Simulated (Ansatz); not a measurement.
Sb:

```
Sb
1.0
     4.52770    0.00000    0.00000
     0.00000    4.42110    0.00000
    -1.32052    0.00000    6.36435
Sb
4
Direct
  0.33993 0.25000 0.68367
  0.93664 0.75000 0.76276
  0.06336 0.25000 0.23724
  0.66007 0.75000 0.31633
```

This isn't the form of Sb at room conditions, which is rhombohedral.

Base run:

* Program: Ansatz 0.2.0
* Functional: LDA
* Potentials or basis: Ansatz PAW
* Cutoff: 420 eV (not typed: the program's choice for these potentials)
* k mesh: 6 × 6 × 4
* Occupations: fermi-dirac, width 0.05 eV
* Spin: no spin polarisation

Its results: band gap on the k mesh none (metal or under the smearing width); pressure -3.4 GPa; largest force 0.237 eV/Å.

Question: The run is repeated on the same cell with these changes: functional from LDA to PBEsol; spin from no spin polarisation to spin-orbit coupling, no magnetisation; potential files from those of the base run to others of the same set. What comes out?

Answer: Band gap on the k mesh none (metal or under the smearing width); pressure -2.3 GPa; largest force 0.126 eV/Å.

Several settings changed at once, so the effect can't be laid on one alone.

Caveats: the PAW data sets come from PBE, with cores solved anew for the run's functional, which leaves a small shift of forces and pressure; spin-orbit coupling is left out, which moves the levels of the heavy elements (some runs).
